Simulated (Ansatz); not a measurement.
**Se: energy and pressure over a range of volumes**

The task here is to estimate one member of a computed series from the others.

Method: DFT PBEsol, scalar-relativistic, in Ansatz 0.2.0.

## The system as given

Symmetry: P3_221, No. 154, trigonal system. Conventional cell: a = 4.355 Å, b = 4.355 Å, c = 4.949 Å, α = 90.00°, β = 90.00°, γ = 120.00°. Around Se (site symmetry 2) lie 2 Se at 2.32 Å.

Structure file:

```cif
data_structure
_symmetry_space_group_name_H-M 'P3_221'
_symmetry_Int_Tables_number 154
_cell_length_a 4.3552
_cell_length_b 4.3552
_cell_length_c 4.9495
_cell_angle_alpha 90.000
_cell_angle_beta 90.000
_cell_angle_gamma 120.000
_cell_volume 81.30
loop_
_atom_site_label
_atom_site_type_symbol
_atom_site_symmetry_multiplicity
_atom_site_Wyckoff_symbol
_atom_site_fract_x
_atom_site_fract_y
_atom_site_fract_z
_atom_site_occupancy
Se1 Se 3 b 0.21700 0.00000 0.16667 1
```

The file gives the conventional cell by its symmetry; the runs use the cell typed in the input.

Atoms are numbered in the order of the input: Se1, Se2, Se3.

The first run:

File input.yaml:

```yaml
crystal:
  lattice:
    - [4.2963088179, 0.0, 0.0]
    - [-2.1481544089, 3.7207125788, 0.0]
    - [0.0, 0.0, 4.8825573405]
  atoms:
    - { symbol: Se, position: [0.217, 0.0, 0.1666666667] }
    - { symbol: Se, position: [0.0, 0.217, 0.8333333333] }
    - { symbol: Se, position: [0.783, 0.783, 0.5] }
kpoints:
  mp_grid: { grid: [8, 8, 6] }
  band_path:
    path:
      - [0.0, 0.0, 0.0]
      - [0.5, 0.0, 0.0]
      - [0.3333333333, 0.3333333333, 0.0]
      - [0.0, 0.0, 0.0]
      - [0.0, 0.0, 0.5]
      - [0.5, 0.0, 0.5]
      - [0.3333333333, 0.3333333333, 0.5]
      - [0.0, 0.0, 0.5]
      - [0.5, 0.0, 0.5]
    npoints: 5
scf:
  occupations: { method: fermi_dirac, width: 0.02 }
hamiltonian:
  xc: pbesol
  pseudopotentials: { kind: all_electron, lapw: { basis_error: 0.001 } }
output:
  forces: true
  stress: true
  eigenvalues: true
```

On the command line:

```
$ ansatz run input.yaml --threads 1 --pin off --max-ram 4096MiB --backend cpu --events-out ev --progress --plain --runs-dir out
```

Among the steps run: Volume × 0.96, LAPW; Volume × 0.96, PAW; Volume × 0.96, crystal datasets; Volume × 0.99, LAPW; Volume × 0.99, PAW; Volume × 0.99, crystal datasets; Volume × 1.02, LAPW; Volume × 1.02, PAW; Volume × 1.02, crystal datasets; Volume × 1.06, LAPW; Volume × 1.06, PAW; Volume × 1.06, crystal datasets.

One of the session's tables, all rows but one given; the rest of the session is left out.

It belongs to the step «The equation of state». 

| method | volume (Å³/atom) | pressure (GPa) | gap on the k mesh (eV) | largest force (eV/Å) |
| --- | --- | --- | --- | --- |
| LAPW | 26.016 | 5.78 | 1.12 | 1.531 |
| LAPW | 26.829 | 3.55 | 1.09 | 1.129 |
| LAPW | 27.642 | ? | ? | ? |
| LAPW | 28.726 | -0.48 | 1.02 | 0.336 |
| PAW | 26.016 | 5.79 | 1.11 | 1.536 |
| PAW | 26.829 | 3.56 | 1.08 | 1.134 |
| PAW | 27.642 | 1.65 | 1.05 | 0.771 |
| PAW | 28.726 | -0.47 | 1.01 | 0.341 |
| crystal datasets | 26.016 | 5.78 | 1.12 | 1.531 |
| crystal datasets | 26.829 | 3.55 | 1.09 | 1.129 |
| crystal datasets | 27.642 | 1.64 | 1.06 | 0.767 |
| crystal datasets | 28.726 | -0.48 | 1.02 | 0.337 |

**Question.** Estimate the row for LAPW, 27.642.

The run gave: pressure (GPa): 1.65; gap on the k mesh (eV): 1.06; largest force (eV/Å): 0.766.

Limits of these values: Shape and positions are held, so a fully relaxed modulus can be lower. Warnings in the runs' records: crystal datasets made.
